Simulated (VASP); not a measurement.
Runs of VASP 6.6.1 on MgO. All rows change the cell; the cell of one of them follows. The structure is tetragonal, space group P4/mmm (No. 123). Conventional cell: a = 2.623 Å, b = 2.623 Å, c = 2.774 Å, α = 90.00°, β = 90.00°, γ = 90.00°. Mg (site symmetry 4/mmm) has 8 O at 2.32 Å and 4 Mg at 2.62 Å as nearest neighbours. O (site symmetry 4/mmm) is surrounded by 8 Mg at 2.32 Å and 4 O at 2.62 Å. The cell was built by a generator and needn't be a form met in nature.

| level | cell | k mesh | smearing | exchange at q = 0 | grid for exact exchange (PRECFOCK) | screening parameter | gap on the mesh (eV) | pressure (GPa) |
| --- | --- | --- | --- | --- | --- | --- | --- | --- |
| PBE | uniaxial_z strain +5.7% | 10 × 10 × 10 | fermi-dirac 0.02 eV | - | - | - | (a) | -2.1 |
| HSE06 | shear_xy strain +4.4% | 6 × 6 × 6 | gaussian 0.01 eV | truncated | Normal | 0.2079 1/A | (b) | (c) |
| PBE | epitaxial_xy strain -0.9% | 10 × 10 × 10 | fermi-dirac 0.02 eV | - | - | - | 2.78 | 8.7 |
| HSE06 | epitaxial_xy strain -0.9% | 6 × 6 × 6 | gaussian 0.01 eV | truncated | Normal | 0.2079 1/A | 4.31 | 1.9 |

Alike in all rows: task single point; potentials or basis VASP PAW PBE potentials, release 64 (Mg, O); no spin polarisation; cutoff (eV) 520.

Fill in the values left out.

(a) 1.82; (b) 4.15; (c) -1.0.

Caveats: the PAW data sets were made with another functional, which shifts forces and pressure a little (some runs).

A k mesh can miss the band edges.
